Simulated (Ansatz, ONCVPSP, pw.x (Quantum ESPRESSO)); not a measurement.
# What a changed setting does to a pw.x run (sc Sm)

Potential: optimised norm-conserving Vanderbilt (ONCV), ONCVPSP 4.0.1.1 (patched build), PBE; core [Kr] 4d10, reference 4f6 5s2 5p6; waves: 5s: rc 2.10 bohr, ncon 3, nbas 7, qcut 4.4 1/bohr, 2 projectors, debl 2.6 Ha; 5p: rc 1.85 bohr, ncon 3, nbas 8, qcut 3.7 1/bohr, 3 projectors, debl 0.8 Ha; d scattering state at 0.06 Ha: rc 2.10 bohr, ncon 3, nbas 7, qcut 4.7 1/bohr, 2 projectors, debl 3.7 Ha; 4f: rc 1.65 bohr, ncon 3, nbas 8, qcut 10.8 1/bohr, 1 projector; local part: polynomial inside 1.30 bohr (lpopt 5, dvloc0 0 Ha); core correction: Teter function, fcfact 4.75, rcfact 1.65. In the p channel the program set the typed energies aside and used -1.343, 0.250, 1.050 Ha. In the d channel the program set the typed energies aside and used 0.050, 3.750 Ha.

The reference run (k-mesh 12³, cutoffs 145/580 Ry, Fermi–Dirac 0.01 Ry, mixing_beta 0.4, conv_thr 1e-9, no spin) gives 0.24 GPa at 18.032 Å³/atom, where all-electron LAPW gives -0.53 GPa. This run, with its own iteration cap, changes smearing to mp.

```
&control
  calculation='scf', prefix='x', pseudo_dir='./', outdir='./tmp', tstress=.true., disk_io='none'
/
&system
  ibrav=0, nat=1, ntyp=1, ecutwfc=145, ecutrho=580, nbnd=16,
  occupations='smearing', smearing='mp', degauss=0.01
/
&electrons
  conv_thr=1e-09, mixing_beta=0.4, electron_maxstep=70
/
ATOMIC_SPECIES
Sm 1.0 Sm.UPF
CELL_PARAMETERS angstrom
  2.62229351 0.00000000 0.00000000
  0.00000000 2.62229351 0.00000000
  0.00000000 0.00000000 2.62229351
ATOMIC_POSITIONS crystal
Sm 0.0000 0.0000 0.0000
K_POINTS automatic
12 12 12 0 0 0
```

```bash
pw.x < Sm.scf.in > Sm.scf.out
```

Q: How does the run end?

A: It converges in 15 iterations; the free energy moves by +272.6 meV/atom and the pressure by -4.70 GPa. This scheme is built to cancel the term in the square of the width that Fermi–Dirac smearing leaves in the F of a metal.

```
Message from routine setup:
     using ibrav=0 with symmetry is DISCOURAGED, use correct ibrav instead
     lattice parameter (alat)  =       4.9554  a.u.
     unit-cell volume          =     121.6860 (a.u.)^3
     number of electrons       =        16.00
     number of Kohn-Sham states=           16
     kinetic-energy cutoff     =     145.0000  Ry
     charge density cutoff     =     580.0000  Ry
     scf convergence threshold =      1.0E-09
     Exchange-correlation= PBE
     number of k points=    84  Methfessel-Paxton smearing, width (Ry)=  0.0100
     iteration #  1     ecut=   145.00 Ry     beta= 0.40
     total energy              =    -185.17765876 Ry
     estimated scf accuracy    <      21.47557155 Ry
     iteration #  2     ecut=   145.00 Ry     beta= 0.40
     total energy              =    -190.29582497 Ry
     estimated scf accuracy    <       8.50998317 Ry
     iteration #  3     ecut=   145.00 Ry     beta= 0.40
     total energy              =    -191.31305937 Ry
     estimated scf accuracy    <       0.05807748 Ry
     iteration #  4     ecut=   145.00 Ry     beta= 0.40
     total energy              =    -191.31477502 Ry
     estimated scf accuracy    <       0.04913871 Ry
     iteration #  5     ecut=   145.00 Ry     beta= 0.40
     total energy              =    -191.32636363 Ry
     estimated scf accuracy    <       0.06304675 Ry
     iteration #  6     ecut=   145.00 Ry     beta= 0.40
     total energy              =    -191.33141933 Ry
     estimated scf accuracy    <       0.00169648 Ry
     [... 3 iterations left out ...]
     iteration # 10     ecut=   145.00 Ry     beta= 0.40
     total energy              =    -191.33111661 Ry
     estimated scf accuracy    <       0.00001553 Ry
     iteration # 11     ecut=   145.00 Ry     beta= 0.40
     total energy              =    -191.33111708 Ry
     estimated scf accuracy    <       0.00000150 Ry
     iteration # 12     ecut=   145.00 Ry     beta= 0.40
     total energy              =    -191.33111728 Ry
     estimated scf accuracy    <          3.6E-09 Ry
     iteration # 13     ecut=   145.00 Ry     beta= 0.40
     total energy              =    -191.33111729 Ry
     estimated scf accuracy    <          5.1E-09 Ry
     iteration # 14     ecut=   145.00 Ry     beta= 0.40
     total energy              =    -191.33111729 Ry
     estimated scf accuracy    <          2.5E-09 Ry
     iteration # 15     ecut=   145.00 Ry     beta= 0.40
     the Fermi energy is    23.1304 ev
!    total energy              =    -191.33111729 Ry
     estimated scf accuracy    <          2.1E-10 Ry
     smearing contrib. (-TS)   =      -0.00005988 Ry
     The total energy is F=E-TS. E is the sum of the following terms:
     one-electron contribution =     -15.35308105 Ry
     hartree contribution      =      28.95581472 Ry
     xc contribution           =     -58.35718201 Ry
     ewald contribution        =    -146.57660907 Ry
     convergence has been achieved in  15 iterations
          total   stress  (Ry/bohr**3)                   (kbar)     P=      -44.56
     Message from routine punch:
     Nothing written, as per user request (disk_io='none')
```

The run took about 2.6 min on one core of a shared host (Neoverse-N1, 64 threads, 124 GiB, load 60).
